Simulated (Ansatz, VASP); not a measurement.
SiO2 in VASP and in Ansatz

```xyz
9
Lattice="4.5590 0.0000 0.0000 -2.2795 3.9482 0.0000 0.0000 0.0000 5.6662" Properties=species:S:1:pos:R:3 pbc="T T T"
Si   -1.1397    1.9741    1.8887
Si    1.1397    1.9741    3.7774
Si    2.2795    0.0000    0.0000
O     0.9992    3.2090    4.7218
O     2.2795    2.4699    2.8331
O     3.2787    0.7391    0.9444
O     1.2802    0.7391    4.7218
O     0.0000    1.4783    2.8331
O    -0.9992    3.2090    0.9444
```

Alike in both runs: functional LDA; k mesh 6 × 6 × 4; occupations gaussian, width 0.02 eV; no spin polarisation.

Ansatz relaxed the structure, and its values are those at the end. VASP's run is a single point on that final structure, the one shown.

|  | VASP | Ansatz |
| --- | --- | --- |
| version | VASP 6.6.1 | Ansatz 0.2.0 |
| potentials or method | VASP PAW LDA potentials, release 64 (Si, O) | scalar-relativistic, plane waves, PAW |
| plane-wave cutoff (eV) | 520 | 420 |
| valence electrons in the cell | 48 | 48 |

```csv
,VASP,Ansatz,Ansatz less VASP
gap on the k mesh at the Fermi level (eV),5.26,5.28,+0.014
least direct gap on the mesh (eV),5.26,5.28,+0.014
pressure (GPa),26.0,25.0,-0.97
rms of the force components (eV/Å),0.007,0.000,-0.0069
```

Caveats: so large a pressure means that the cell lies far from this level's equilibrium, or that cutoff or potentials fall short (VASP). A k mesh can miss the band edges. As with any semilocal functional, this LDA gap is likely too small.
